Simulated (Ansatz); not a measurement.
# V: response to strain

V is deformed so: zz strain of -1 %. What stress and forces result, by LAPW, PAW and all-electron datasets made for the crystal?

Method: DFT PBE, scalar-relativistic, in Ansatz 0.2.0.

## 1. Starting point

The structure is cubic, space group Im-3m (No. 229). Conventional cell: a = 3.026 Å, b = 3.026 Å, c = 3.026 Å, α = 90.00°, β = 90.00°, γ = 90.00°. V (site symmetry m-3m) has 8 V at 2.62 Å as nearest neighbours.

Coordinates:

```xyz
1
Lattice="-1.5130 1.5130 1.5130 1.5130 -1.5130 1.5130 1.5130 1.5130 -1.5130" Properties=species:S:1:pos:R:3 pbc="T T T"
V     0.0000    0.0000    0.0000
```

## 2. After the deformation

Space group Im-3m before, I4/mmm after.

## 3. Full-potential LAPW

Contents of input.yaml:

```yaml
crystal:
  lattice:
    - [-1.513, 1.513, 1.49787]
    - [1.513, -1.513, 1.49787]
    - [1.513, 1.513, -1.49787]
  atoms:
    - { symbol: V, position: [0.0, 0.0, 0.0], spin: 1.5 }
magnetization:
  spin_polarized: true
kpoints:
  mp_grid: { grid: [19, 19, 19] }
  band_path:
    path:
      - [0.0, 0.0, 0.0]
      - [0.0, 0.0, 0.5]
      - [-0.5, 0.5, 0.5]
      - [0.0, 0.0, 0.0]
      - [0.495025, 0.495025, -0.495025]
      - [-0.495025, 0.504975, 0.495025]
      - [-0.5, 0.5, 0.5]
      - [0.0, 0.0, 0.5]
      - [0.25, 0.25, 0.25]
    npoints: 5
scf:
  occupations: { method: fermi_dirac, width: 0.03 }
hamiltonian:
  xc: pbe
  pseudopotentials: { kind: all_electron, lapw: { basis_error: 0.001 } }
output:
  forces: true
  stress: true
  eigenvalues: true
```

The run is started by

```bash
$ ansatz run input.yaml --threads 1 --pin off --max-ram 3072MiB --backend cpu --events-out ev --progress --plain --runs-dir out
```

## 4. PAW on the default files

Contents of input.yaml:

```yaml
crystal:
  lattice:
    - [-1.513, 1.513, 1.49787]
    - [1.513, -1.513, 1.49787]
    - [1.513, 1.513, -1.49787]
  atoms:
    - { symbol: V, position: [0.0, 0.0, 0.0], spin: 1.5 }
magnetization:
  spin_polarized: true
kpoints:
  mp_grid: { grid: [19, 19, 19] }
scf:
  occupations: { method: fermi_dirac, width: 0.03 }
hamiltonian:
  xc: pbe
  pseudopotentials: { kind: paw }
output:
  forces: true
  stress: true
  eigenvalues: true
  efg: { contact_densities: true }
  write_density: true
  write_potential: true
  elf: true
  volumetric_format: npy
```

## 5. All-electron PAW on datasets made for the crystal

Changes to input.yaml since step 4:

```diff
@@ -15,3 +15,3 @@
   xc: pbe
-  pseudopotentials: { kind: paw }
+  pseudopotentials: { kind: all_electron, datasets: crystal }
 output:
@@ -21,5 +21 @@
   efg: { contact_densities: true }
-  write_density: true
-  write_potential: true
-  elf: true
-  volumetric_format: npy
```

(Steps that only read results are left out.)

Before running it: what results should come out? Wanted: pressure; largest shear or deviatoric stress.

The runs gave:

| quantity | value |
| --- | --- |
| pressure | LAPW -3.50, PAW -3.45, crystal datasets -3.50 GPa |
| largest shear or deviatoric stress (LAPW) | 0.83 GPa |

What this shows: The largest part of the stress beyond the pressure is 0.83 GPa in size, in the zz component. No run of the undeformed cell stands beside it, so the pressure holds what the given cell had before the change. PAW: stress within 0.06 GPa of LAPW. Crystal datasets: stress within 0.01 GPa of LAPW.
